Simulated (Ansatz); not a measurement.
Base system: BeO in the wurtzite structure (space group P6_3mc, No. 186).

```xyz
4
Lattice="2.6905 0.0000 0.0000 -1.3452 2.3300 0.0000 0.0000 0.0000 4.3699" Properties=species:S:1:pos:R:3 pbc="T T T"
Be     1.3452     0.7767     0.0063
Be     0.0000     1.5534     2.1913
O      1.3452     0.7767     2.7257
O      0.0000     1.5534     0.5408
```

Level of theory: plane-wave PAW DFT at the r2SCAN level (Ansatz, a program for electronic structure, 500 eV), without spin-orbit coupling.

One change was made to it. Results:

```csv
quantity,base,after
band gap,8.55 eV,8.62 eV
electron mass,"0.53 mₑ along c, 0.61 mₑ across (at Γ)","0.54 mₑ along c, 0.61 mₑ across (at Γ)"
lattice parameter a,269.0 pm,268.5 pm
```

Question: Which of these changes matches the shifts?
(A) pressure 1.5 GPa
(B) pressure −1 GPa
(C) pressure 5 GPa
(D) pressure 10 GPa
(E) pressure −2 GPa

Answer: A, pressure 1.5 GPa. For comparison, the band gap in the other runs: pressure −2 GPa gives 8.45 eV; pressure 5 GPa gives 8.79 eV; pressure −1 GPa gives 8.50 eV; pressure 10 GPa gives 9.01 eV.

Load acts through the strain it causes; cell and atoms are relaxed under it. Masses are band curvatures over ±0.01 Å⁻¹ around the edge. No phonon test of stability was made. No other phases were tried under pressure.
